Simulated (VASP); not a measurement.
# P (R-3m) in VASP: further runs, part 2 of 2

VASP 6.6.1. Earlier steps stand in the parts before.

## 3. Relaxation of cell and atoms, PBEsol+D3(BJ), target pressure 18.75 GPa, at which the enthalpy is minimised

This run uses another cell than the first one, of 12.31 Å³/atom, 0.963 times its volume.

INCAR reads:

```
SYSTEM = P
  PREC = Accurate
  ENCUT = 520
  EDIFF = 1E-7
  ISMEAR = 0
  SIGMA = 0.1
  LREAL = .False.
  LASPH = .True.
  NELM = 80
  ALGO = Normal
  ISIF = 3
  LWAVE = .False.
  LCHARG = .False.
  GGA = PS
  IVDW = 12
  IBRION = 2
  NSW = 80
  EDIFFG = -0.15
  PSTRESS = 187.5
```

KPOINTS reads:

```
Automatic mesh
0
Gamma
  15 15 15
  0 0 0
```

POSCAR reads:

```
P                                       
1.0
    1.6326923806      0.9426353882      2.6672240563
   -1.6326923806      0.9426353882      2.6672240563
    0.0000000000     -1.8852707657      2.6672240558
  P             
     2
Direct
     0.2451423872859352    0.2451423872859352    0.2451423872876992
     0.7548576127140648    0.7548576127140648    0.7548576127123008
```

Potentials or basis: VASP PAW PBE potentials, release 64 (P).

The run is started by

```
cat potpaw_PBE.64/P/POTCAR > POTCAR
mpirun -np 1 vasp_std > vasp.out
```

It took 22 s on 1 thread of Intel Xeon Platinum 8488C (Sapphire Rapids), shared host; peak memory 0.19 GiB.

It converged, with:

| Property | Result |
| --- | --- |
| Free energy | -12.2084 eV |
| Pressure after relaxing | 18.9 GPa |
| Largest force after relaxing | 0.138 eV/Å |
| Band gap on the k mesh | none (metal or under the smearing width) |
| Dispersion energy per atom | -0.462 eV |

Forces in eV/Å, atoms in the order of the input:
```
P    0.000  0.000  0.138
P    0.000  0.000 -0.138
```

Stress tensor (GPa, compression positive):
```
18.93  0.00  0.00
 0.00 18.93  0.00
 0.00  0.00 18.70
```

Final structure:
```
CELL_PARAMETERS angstrom
1.63269 0.94264 2.66722
-1.63269 0.94264 2.66722
0.00000 -1.88527 2.66722
ATOMIC_POSITIONS crystal
P 0.24514 0.24514 0.24514
P 0.75486 0.75486 0.75486
```

Levels at points of the mesh, in eV from the Fermi level:
```
           k point  band 3  band 4  band 5  band 6  band 7  band 8
(0.00, 0.00, 0.00)   -2.45   -2.39    0.43    3.78    3.90    3.90
```

Caveat: the relaxation stopped at its first step, so nothing moved; the cell is relaxed towards a set pressure, so the enthalpy falls and the energy may rise; the PAW data sets were made with another functional, which shifts forces and pressure a little; pairwise dispersion overbinds metals, which lowers pressure and volume; the relaxation stopped at a loose force limit of 0.15 eV/Å, so its end isn't a converged minimum.

## 4. Relaxation of cell and atoms, PBEsol+D3(BJ), target pressure 3 GPa, at which the enthalpy is minimised

This run uses another cell than the first one, of 13.10 Å³/atom, 1.025 times its volume.

Changes to INCAR since step 3:

```diff
@@ -18,2 +18,2 @@
   EDIFFG = -0.15
-  PSTRESS = 187.5
+  PSTRESS = 30.0
```

KPOINTS is that of step 3.

POSCAR reads:

```
P                                       
1.0
    1.6649147837      0.9612390012      2.7285099122
   -1.6649147837      0.9612390012      2.7285099122
    0.0000000000     -1.9224779922      2.7285099120
  P             
     2
Direct
     0.2441681025949904    0.2441681025949904    0.2441681025967668
     0.7558318974050096    0.7558318974050096    0.7558318974032332
```

The run is started by

```
cat potpaw_PBE.64/P/POTCAR > POTCAR
mpirun -np 1 vasp_std > vasp.out
```

It took 2 min on 1 thread of Intel Xeon Platinum 8488C (Sapphire Rapids), shared host; peak memory 0.22 GiB.

Results (log left out):

```yaml
Free_energy: -12.3584 eV
Relaxed_volume: 13.48 Å³/atom
Relaxed_cell: a = 3.368 Å, b = 3.368 Å, c = 3.368 Å, α = 59.91°, β = 59.91°, γ = 59.91°
Space_group_after_relaxing_to_0.05_Å: R-3m (No. 166)
Energy_change_on_relaxing_the_enthalpy_is_what_falls: -12.1 meV/atom
Ionic_steps: 3
Pressure_after_relaxing: 3.0 GPa
Largest_force_after_relaxing: 0.065 eV/Å
Band_gap_on_the_k_mesh: none (metal or under the smearing width)
Dispersion_energy_per_atom: -0.421 eV
```

Forces on the atoms (eV/Å):
```
P    0.000  0.000 -0.065
P    0.000  0.000  0.065
```

Stress tensor (GPa, compression positive):
```
3.13 0.00 0.00
0.00 3.13 0.00
0.00 0.00 2.84
```

Step by step:
| step | energy change (eV) | largest force (eV/Å) | pressure (GPa) | volume (Å³) |
| --- | --- | --- | --- | --- |
| 1 | 0.0000 | 0.0161 | 7.42 | 26.20 |
| 2 | -0.0294 | 0.1247 | -0.33 | 27.59 |
| 3 | -0.0243 | 0.0645 | 3.03 | 26.95 |

Final structure:
```cif
data_structure
_symmetry_space_group_name_H-M 'P 1'
_symmetry_Int_Tables_number 1
_cell_length_a 3.3676
_cell_length_b 3.3676
_cell_length_c 3.3676
_cell_angle_alpha 59.912
_cell_angle_beta 59.912
_cell_angle_gamma 59.912
_cell_volume 26.95
loop_
_atom_site_label
_atom_site_type_symbol
_atom_site_fract_x
_atom_site_fract_y
_atom_site_fract_z
_atom_site_occupancy
P1 P 0.24422 0.24422 0.24422 1
P2 P 0.75578 0.75578 0.75578 1
```

Levels at points of the mesh, in eV from the Fermi level:
```csv
k point,band 1,band 2,band 3,band 4,band 5,band 6,band 7,band 8,band 9
"(0.00, 0.00, 0.00)",-17.44,-2.38,-2.38,-2.33,-0.79,3.89,4.15,4.15,5.47
```

Caveat: the cell is relaxed towards a set pressure, so the enthalpy falls and the energy may rise; the PAW data sets were made with another functional, which shifts forces and pressure a little; pairwise dispersion overbinds metals, which lowers pressure and volume; the relaxation stopped at a loose force limit of 0.15 eV/Å, so its end isn't a converged minimum.

## 5. Relaxation of cell and atoms, PBEsol+D3(BJ), target pressure 3 GPa, at which the enthalpy is minimised

This run uses another cell than the first one, of 13.48 Å³/atom, 1.054 times its volume.

INCAR is that of step 4.

KPOINTS is that of step 4.

POSCAR reads:

```
P                                       
1.0
    1.6815754807      0.9708580591      2.7514884694
   -1.6815754807      0.9708580591      2.7514884694
    0.0000000000     -1.9417161078      2.7514884691
  P             
     2
Direct
     0.2442204276050784    0.2442204276050784    0.2442204276068476
     0.7557795723949217    0.7557795723949217    0.7557795723931524
```

The run is started by

```
cat potpaw_PBE.64/P/POTCAR > POTCAR
mpirun -np 1 vasp_std > vasp.out
```

Wall time 44 s (1 thread of Intel Xeon Platinum 8488C (Sapphire Rapids), shared host); peak memory 0.21 GiB.

It converged, with:

```yaml
Free_energy: -12.3586 eV
Pressure_after_relaxing: 3.0 GPa
Largest_force_after_relaxing: 0.065 eV/Å
Band_gap_on_the_k_mesh: none (metal or under the smearing width)
Dispersion_energy_per_atom: -0.421 eV
```

Forces on the atoms (eV/Å):
```
P    0.000  0.000 -0.065
P    0.000  0.000  0.065
```

Stress tensor (GPa, compression positive):
```
3.13 0.00 0.00
0.00 3.13 0.00
0.00 0.00 2.84
```

Final structure:
```xyz
2
Lattice="1.6816 0.9709 2.7515 -1.6816 0.9709 2.7515 0.0000 -1.9417 2.7515" Properties=species:S:1:pos:R:3 pbc="T T T"
P     0.0000    0.0000    2.0159
P     0.0000    0.0000    6.2386
```

Levels at points of the mesh, in eV from the Fermi level:
```
           k point  band 2  band 3  band 4  band 5  band 6  band 7  band 8  band 9
(0.00, 0.00, 0.00)   -2.38   -2.38   -2.33   -0.79    3.89    4.15    4.15    5.47
```

Caveat: the relaxation stopped at its first step, so nothing moved; the cell is relaxed towards a set pressure, so the enthalpy falls and the energy may rise; the PAW data sets were made with another functional, which shifts forces and pressure a little; pairwise dispersion overbinds metals, which lowers pressure and volume; the relaxation stopped at a loose force limit of 0.15 eV/Å, so its end isn't a converged minimum.

## 6. Relaxation of cell and atoms, PBEsol+D3(BJ), target pressure 0.0001 GPa, at which the enthalpy is minimised

This run uses another cell than the first one, of 13.48 Å³/atom, 1.054 times its volume.

Changes to INCAR since step 5:

```diff
@@ -18,2 +18,2 @@
   EDIFFG = -0.15
-  PSTRESS = 30.0
+  PSTRESS = 0.001
```

KPOINTS is that of step 5.

POSCAR reads:

```
P                                       
1.0
    1.6815754807      0.9708580591      2.7514884694
   -1.6815754807      0.9708580591      2.7514884694
    0.0000000000     -1.9417161078      2.7514884691
  P             
     2
Direct
     0.2442204276050788    0.2442204276050788    0.2442204276068480
     0.7557795723949212    0.7557795723949212    0.7557795723931520
```

Potentials or basis: VASP PAW PBE potentials, release 64 (P).

The run is started by

```
cat potpaw_PBE.64/P/POTCAR > POTCAR
mpirun -np 1 vasp_std > vasp.out
```

It took 95 s on 1 thread of Intel Xeon Platinum 8488C (Sapphire Rapids), shared host; peak memory 0.21 GiB.

Results (log left out):

| Quantity | Value |
| --- | --- |
| Free energy | -12.3643 eV |
| Relaxed volume | 13.78 Å³/atom |
| Relaxed cell | a = 3.392 Å, b = 3.392 Å, c = 3.392 Å, α = 59.94°, β = 59.94°, γ = 59.94° |
| Space group after relaxing (to 0.05 Å) | R-3m (No. 166) |
| Energy change on relaxing (the enthalpy is what falls) | -2.9 meV/atom |
| Ionic steps | 3 |
| Pressure after relaxing | -0.1 GPa |
| Largest force after relaxing | 0.113 eV/Å |
| Band gap on the k mesh | none (metal or under the smearing width) |
| Dispersion energy per atom | -0.411 eV |

Forces on the atoms (eV/Å):
```
P    0.000  0.000 -0.113
P    0.000  0.000  0.113
```

Step by step:
```
step  energy change (eV)  largest force (eV/Å)  pressure (GPa)  volume (Å³)
   1              0.0000                0.0647            3.03        26.95
   2             -0.0034                0.1450           -1.97        27.96
   3             -0.0057                0.1135           -0.10        27.56
```

Final structure:
```xyz
2
Lattice="1.6945 0.9783 2.7707 -1.6945 0.9783 2.7707 0.0000 -1.9567 2.7707" Properties=species:S:1:pos:R:3 pbc="T T T"
P     0.0000    0.0000    2.0281
P     0.0000    0.0000    6.2841
```

Levels at points of the mesh, in eV from the Fermi level:
```csv
k point,band 3,band 4,band 5,band 6,band 7,band 8
"(0.00, 0.00, 0.00)",-2.37,-2.30,-1.07,3.90,4.19,4.19
```

Caveat: the cell is relaxed towards a set pressure, so the enthalpy falls and the energy may rise; the PAW data sets were made with another functional, which shifts forces and pressure a little; pairwise dispersion overbinds metals, which lowers pressure and volume; the relaxation stopped at a loose force limit of 0.15 eV/Å, so its end isn't a converged minimum.

## 7. Overview

| cell | target pressure | gap on the mesh (eV) | pressure (GPa) | largest force (eV/Å) |
| --- | --- | --- | --- | --- |
| relaxed to 18.75 GPa | 18.75 GPa | none | 18.9 | 0.14 |
| relaxed to 3 GPa | 3 GPa | none | 3.0 | 0.06 |
| relaxed to 0.0001 GPa | 0.0001 GPa | none | -0.1 | 0.11 |

Alike in all rows: task relaxation of cell and atoms; level PBEsol+D3(BJ); potentials or basis VASP PAW PBE potentials, release 64 (P); no spin polarisation; k mesh 15 × 15 × 15; cutoff (eV) 520; smearing gaussian 0.1 eV.

Caveats: the cell is relaxed towards a set pressure, so the enthalpy falls and the energy may rise; the PAW data sets were made with another functional, which shifts forces and pressure a little; pairwise dispersion overbinds metals, which lowers pressure and volume; the relaxation stopped at a loose force limit of 0.15 eV/Å, so its end isn't a converged minimum; the relaxation stopped at its first step, so nothing moved (some runs).

Absolute energies hang on the potentials; compare differences alone.
